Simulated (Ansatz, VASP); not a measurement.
# Cr in VASP and in Ansatz

```xyz
1
Lattice="-1.5140 1.5140 1.4059 1.5140 -1.5140 1.4059 1.5140 1.5140 -1.4059" Properties=species:S:1:pos:R:3 pbc="T T T"
Cr    0.0000    0.0000    0.0000
```

Change from the starting cell: strain +0.050 along x and y, -0.025 along z, atoms carried along.

Alike in both runs: task single point; functional PBEsol; k mesh 24 × 24 × 24; occupations gaussian, width 0.15 eV; no spin polarisation.

```csv
,VASP,Ansatz
version,VASP 6.6.1,Ansatz 0.2.0
potentials or method,"VASP PAW PBE potentials, release 64 (Cr_pv)","scalar-relativistic, plane waves, PAW"
plane-wave cutoff (eV),520,420
valence electrons in the cell,12,14
```

|  | VASP | Ansatz | Ansatz less VASP |
| --- | --- | --- | --- |
| gap on the k mesh at the Fermi level (eV) | none | none | - |
| pressure (GPa) | -29.6 | -29.3 | +0.27 |
| largest component of the traceless stress (GPa) | 13.10 | 13.23 | +0.127 |

A gap of «none» marks a metal or a gap that the smearing closes. The functional is the same, so the differences come from potentials, cutoffs and numerics. The two sets of potentials don't hold the same shells in valence.

Caveats: so large a pressure means that the cell lies far from this level's equilibrium, or that cutoff or potentials fall short (VASP); the potentials were made for another functional, which shifts forces and pressure (VASP); the run has no spin polarisation, though such a crystal can be magnetic. Spin polarisation is off, so any magnetic state and its effect on volume and gap are missing.
